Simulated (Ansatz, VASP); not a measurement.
AlNi3 in VASP and in Ansatz

```
Al Ni
1.0
     3.56800    0.00000    0.00000
     0.00000    3.56800    0.00000
     0.00000    0.00000    3.56800
Al Ni
1 3
Direct
  0.00000 0.00000 0.00000
  0.00000 0.50000 0.50000
  0.50000 0.00000 0.50000
  0.50000 0.50000 0.00000
```

Alike in both runs: task single point; functional r2SCAN; k mesh 16 × 16 × 16; occupations gaussian, width 0.05 eV; collinear spin.

|  | VASP | Ansatz |
| --- | --- | --- |
| version | VASP 6.6.1 | Ansatz 0.2.0 |
| potentials or method | VASP PAW PBE potentials, release 64 (Al, Ni) | scalar-relativistic, plane waves, PAW |
| plane-wave cutoff (eV) | 520 | 500 |
| valence electrons in the cell | 33 | 57 |

```csv
,VASP,Ansatz,Ansatz less VASP
gap on the k mesh at the Fermi level (eV),none,none,-
pressure (GPa),-6.4,-6.6,-0.17
net moment per atom (μB),0.22,0.23,+0.006
size of the moment on the site where the two differ most (μB),0.34,0.37,+0.035
```

Site moments also hang on the region over which each program counts them. A gap of «none» marks a metal or a gap that the smearing closes. The two sets of potentials don't hold the same shells in valence. Ansatz warned: «stability_check_not_made».

Caveats: the PAW data sets were made with another functional, which shifts forces and pressure a little (VASP).
